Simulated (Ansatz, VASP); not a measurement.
# BaTiO3: VASP beside Ansatz

```
CELL_PARAMETERS angstrom
3.65299 0.00000 0.00000
0.00000 2.58305 2.58305
0.00000 -2.58305 2.58305
ATOMIC_POSITIONS crystal
Ba 0.00000 0.99598 0.99598
Ti 0.50000 0.49598 0.49598
O 0.50000 0.99598 0.49598
O 0.50000 0.49598 0.99598
O 0.00000 0.49598 0.49598
```

Alike in both runs: task single point; functional r2SCAN; k mesh 6 × 6 × 6; occupations gaussian, width 0.02 eV; no spin polarisation; Hubbard terms Ti d U = 4.0 eV.

|  | VASP | Ansatz |
| --- | --- | --- |
| version | VASP 6.6.1 | Ansatz 0.2.0 |
| potentials or method | VASP PAW PBE potentials, release 64 (Ba_sv, Ti_sv, O) | scalar-relativistic, plane waves, PAW |
| plane-wave cutoff (eV) | 520 | 500 |
| valence electrons in the cell | 40 | 40 |

VASP gave:

| Quantity | Value |
| --- | --- |
| gap on the k mesh at the Fermi level (eV) | 3.08 |
| least direct gap on the mesh (eV) | 3.08 |

Question: Estimate Ansatz's values.

Answer: gap on the k mesh at the Fermi level (eV): 3.07; least direct gap on the mesh (eV): 3.07.

The programs project onto different local orbitals, so the same U acts differently.

Caveats: spin-orbit coupling is left out, which moves the levels of the heavy elements. A k mesh can miss the band edges.
